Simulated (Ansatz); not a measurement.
Set up this calculation in Ansatz 0.2.0, as the native input.

```yaml
Task: relaxation of cell and atoms
Functional: PBEsol
Potentials_or_basis: Ansatz PAW
Cutoff: "420 eV (not typed: the program's choice for these potentials)"
k_mesh: 5 × 5 × 5
Occupations: fermi-dirac, width 0.05 eV
Spin: no spin polarisation
Target_pressure: 20 GPa
Target_pressure_GPa: 20
```

BaTiO3:

```xyz
5
Lattice="4.0060 0.0000 0.0000 0.0000 4.0060 0.0000 0.0000 0.0000 4.0060" Properties=species:S:1:pos:R:3 pbc="T T T"
Ba    2.0030    2.0030    2.0030
Ti    0.0000    0.0000    0.0000
O     0.0000    0.0000    2.0030
O     0.0000    2.0030    0.0000
O     2.0030    0.0000    0.0000
```

These files were run (other wordings do the same):

input.yaml

```yaml
crystal:
  lattice:
    - [4.006, 0.0, 0.0]
    - [0.0, 4.006, 0.0]
    - [0.0, 0.0, 4.006]
  atoms:
    - { symbol: Ba, position: [0.5, 0.5, 0.5] }
    - { symbol: Ti, position: [0.0, 0.0, 0.0] }
    - { symbol: O, position: [0.0, 0.0, 0.5] }
    - { symbol: O, position: [0.0, 0.5, 0.0] }
    - { symbol: O, position: [0.5, 0.0, 0.0] }
hamiltonian:
  xc: pbesol
  pseudopotentials: { kind: paw }
kpoints:
  mp_grid: { grid: [5, 5, 5] }
scf:
  occupations: { method: fermi_dirac, width: 0.05 }
output:
  forces: true
  stress: true
  eigenvalues: true
relax:
  f_tol: 0.01
  max_steps: 40
  cell: { stress_tol: 0.05, p_target: 20.0 }
```

Potentials or basis: Ansatz PAW.

The run is started by

```bash
$ ansatz run input.yaml --threads 2 --pin off --max-ram 5632MiB --backend cpu --events-out ev --progress --plain --runs-dir out
```

Results of the run:

The relaxed volume is 11.43 Å³/atom. The relaxed cell is a = 3.852 Å, b = 3.852 Å, c = 3.852 Å, α = 90.00°, β = 90.00°, γ = 90.00° and the space group after relaxing (to 0.05 Å) is Pm-3m (No. 221). The energy change on relaxing (the enthalpy is what falls) is +57.1 meV/atom and the ionic steps are 8. The pressure after relaxing is 20.0 GPa and the band gap on the k mesh is 1.94 eV, direct.

Caveat: odd divisions of the mesh miss points on the zone boundary, where band edges often lie, so the gap on the mesh can be too wide; the plane-wave basis is chosen anew once the cell has moved, so the energies of steps on either side of that aren't comparable; the pressure holds a Pulay correction of +0.6 GPa for the finite cutoff; spin-orbit coupling is left out, which moves the levels of the heavy elements; the PAW data sets come from PBE, with cores solved anew for the run's functional, which leaves a small shift of forces and pressure.

Run time: 5.8 s on 2 threads of Arm Neoverse V2, on a shared host, peak memory 0.34 GiB.
